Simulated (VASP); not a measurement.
# Pb: molecular dynamics with a thermostat

Pb, P4_2/mbc (no. 135), 12 atoms in the cell. PBE, molecular dynamics; PAW potentials Pb (PBE set).

Ensemble: Nose-Hoover; Target temperature (K): 1000.

## Input

INCAR:
```
SYSTEM = Pb
ALGO = Fast
EDIFF = 1E-6
ENCUT = 200
GGA = PE
IBRION = 0
ISIF = 2
ISMEAR = -1
ISYM = 0
KPAR = 2
LASPH = .True.
LCHARG = .False.
LREAL = Auto
LWAVE = .False.
MDALGO = 2
NELM = 60
NELMIN = 4
NSW = 60
POTIM = 4.0
PREC = Normal
RANDOM_SEED = 992551 0 0
SIGMA = 0.05
SMASS = 0
TEBEG = 1000
```

KPOINTS:
```
k-points
0
Monkhorst-Pack
  2 2 2
```

POSCAR:
```
Pb
1.0
    7.2732670000      0.0000000000      0.0000000000
    0.0000000000      7.2732670000      0.0000000000
    0.0000000000      0.0000000000      7.6910920000
Pb
12
Direct
    0.5000000000      0.0000000000      0.2500000000
    0.0000000000      0.5000000000      0.2500000000
    0.5000000000      0.0000000000      0.7500000000
    0.0000000000      0.5000000000      0.7500000000
    0.1574360000      0.1588440000      0.0000000000
    0.3425640000      0.6588440000      0.0000000000
    0.8425640000      0.8411560000      0.0000000000
    0.6574360000      0.3411560000      0.0000000000
    0.8411560000      0.1574360000      0.5000000000
    0.6588440000      0.6574360000      0.5000000000
    0.1588440000      0.8425640000      0.5000000000
    0.3411560000      0.3425640000      0.5000000000
```

Commands:
```
cat potpaw_PBE.64/Pb/POTCAR > POTCAR
mpirun -np 2 vasp_std > vasp.out
```

## Result

- Mean temperature (K): 962
- Rise of the mean potential energy above the start (meV/atom): 32.3
- Electronic steps per ionic step after the first: 4.1

Course of the run:

| Time (fs) | Temperature (K) | Potential energy less the first (meV/atom) |
|---|---|---|
| 4 | 1000 | 0.0 |
| 24 | 974 | 3.1 |
| 40 | 908 | 12.3 |
| 60 | 806 | 31.5 |
| 76 | 763 | 49.4 |
| 96 | 863 | 65.8 |
| 112 | 1147 | 67.0 |
| 132 | 1627 | 52.9 |
| 148 | 1679 | 38.2 |
| 168 | 1202 | 27.3 |
| 184 | 803 | 24.8 |
| 204 | 535 | 24.1 |
| 220 | 482 | 22.2 |
| 240 | 587 | 16.6 |

REPORT:
```
MDALGO =   2
               SCALING =       0
                 CNEXP =     9.000   14.000
           RANDOM_SEED =            992551                0                0

   original number of atomic DOF:         33
   number of independent constraints:      0
   number of active DOF:                  33

========================================
         MD step No.       1
========================================

  Atomic velocities initialized by STEP_tb

  >Energies
                    E_tot             E_pot             E_kin               EPS                ES
   e_b>   -0.39424186E+02   -0.40846743E+02    0.14225565E+01    0.00000000E+00    0.00000000E+00

  >Temperature
               T_sim     T_inst
   tmprt>   1000.000   1000.484

  >Thermostat:
           s(n+1) sdot(n+1)      s(n)   sdot(n)        Qs
   s_b>   0.00001   0.00001   0.00000   0.00000   0.67267

           RANDOM_SEED =            992551               72                0

[... steps left out ...]

========================================
         MD step No.      60
========================================

  >Energies
                    E_tot             E_pot             E_kin               EPS                ES
   e_b>   -0.39422556E+02   -0.40647011E+02    0.83488169E+00    0.73230596E-01    0.31634239E+00

  >Temperature
               T_sim     T_inst
   tmprt>   1000.000    587.172

  >Thermostat:
           s(n+1) sdot(n+1)      s(n)   sdot(n)        Qs
   s_b>   0.08362  -0.03004   0.11124  -0.02521   0.67267

           RANDOM_SEED =            992551               72                0
```

OSZICAR:
```
N       E                     dE             d eps       ncg     rms          rms(c)
DAV:   1     0.121679749742E+03    0.12168E+03   -0.86073E+03   248   0.543E+02
DAV:   2    -0.268839270719E+02   -0.14856E+03   -0.14239E+03   330   0.114E+02
DAV:   3    -0.406552847927E+02   -0.13771E+02   -0.13296E+02   312   0.384E+01
DAV:   4    -0.410711096753E+02   -0.41582E+00   -0.40860E+00   322   0.755E+00
DAV:   5    -0.410834884871E+02   -0.12379E-01   -0.12364E-01   314   0.108E+00    0.145E+01
RMM:   6    -0.408995938173E+02    0.18389E+00   -0.19021E-01   248   0.116E+00    0.881E+00
RMM:   7    -0.408566743106E+02    0.42920E-01   -0.55898E-01   288   0.180E+00    0.973E-01
RMM:   8    -0.408560983197E+02    0.57599E-03   -0.39820E-02   264   0.782E-01    0.867E-01
RMM:   9    -0.408539032055E+02    0.21951E-02   -0.77008E-03   276   0.324E-01    0.889E-01
RMM:  10    -0.408531281998E+02    0.77501E-03   -0.95772E-02   367   0.671E-01    0.162E+00
RMM:  11    -0.408482434826E+02    0.48847E-02   -0.51359E-03   248   0.229E-01    0.891E-01
RMM:  12    -0.408486026600E+02   -0.35918E-03   -0.61662E-04   264   0.830E-02    0.948E-01
[... left out ...]
     58 T=   521. E= -.39422972E+02 F= -.40615907E+02 E0= -.40578955E+02  EK= 0.74122E+00 SP= 0.43E+00 SK= 0.23E-01
     59 T=   550. E= -.39422792E+02 F= -.40630816E+02 E0= -.40594085E+02  EK= 0.78212E+00 SP= 0.38E+00 SK= 0.45E-01
[... last step whole ...]
       N       E                     dE             d eps       ncg     rms          rms(c)
DAV:   1    -0.406470100316E+02   -0.16194E-01   -0.24888E-03   208   0.821E-01    0.197E-03
RMM:   2    -0.406470105541E+02   -0.52254E-06   -0.89415E-06   235   0.832E-03    0.993E-04
RMM:   3    -0.406470107531E+02   -0.19900E-06   -0.17803E-06   153   0.360E-03    0.849E-04
RMM:   4    -0.406470108185E+02   -0.65341E-07   -0.47364E-07   122   0.188E-03
     60 T=   587. E= -.39422556E+02 F= -.40647011E+02 E0= -.40610538E+02  EK= 0.83488E+00 SP= 0.32E+00 SK= 0.73E-01
```

Limits: 240 fs of 12 atoms are too short for converged averages.

VASP 6.6.1 took 412 s on 2 cores (Intel Xeon Platinum 8259CL @ 2.50GHz (Skylake/Cascade Lake)), a shared host.
